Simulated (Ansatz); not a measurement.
An input for Ansatz 0.2.0 (Yb):

File input.yaml:

```yaml
crystal:
  lattice:
    - [-2.168096, 2.190157, 2.146145]
    - [2.167635, -2.175835, 2.131362]
    - [2.133179, 2.140918, -2.131823]
  atoms:
    - { symbol: Yb, spin: -0.44, position_ang: [0.0, 0.0, 0.0] }
hamiltonian:
  xc: lda
  pseudopotentials: { kind: paw }
  dispersion: vv10
  hubbard: { sites: [{ species: Yb, l: f, u_eff: 5.0 }], double_counting: fll }
magnetization:
  spin_polarized: true
kpoints:
  mp_grid: { grid: [7, 7, 7] }
scf:
  occupations: { method: gaussian, width: 0.15 }
output:
  forces: true
  stress: true
  eigenvalues: true
basis:
  xc_grid: 3
```

Potentials or basis: Ansatz PAW.

Run with:

```sh
$ ansatz run input.yaml --threads 1 --pin off --max-ram 2560MiB --backend cpu --events-out ev --progress --plain --runs-dir out
```

Does this run start?

The run stopped without a result. It printed:

Output:

```text
Error: YAML parse error: error: line 11 column 15: hamiltonian.dispersion: `vv10` is not `none`, `rvv10`, `d3bj`, `d3bjatm`, `d4` or a map `{method: …, s8: …, a1: …, a2_bohr: …}` (numbers without units, a2 in bohr) or `{method: …, functional: …}`
  --> <input>:11:15
   |
 9 |   xc: lda
10 |   pseudopotentials: { kind: paw }
11 |   dispersion: vv10
   |               ^ hamiltonian.dispersion: `vv10` is not `none`, `rvv10`, `d3bj`, `d3bjatm`, `d4` or a map `{method: …, s8: …, a1: …, a2_bohr: …}` (numbers without units, a2 in bohr) or `{method: …, functional: …}`
12 |   hubbard: { sites: [{ species: Yb, l: f, u_eff: 5.0 }], double_counting: fll }
13 | magnetization:
   |
```
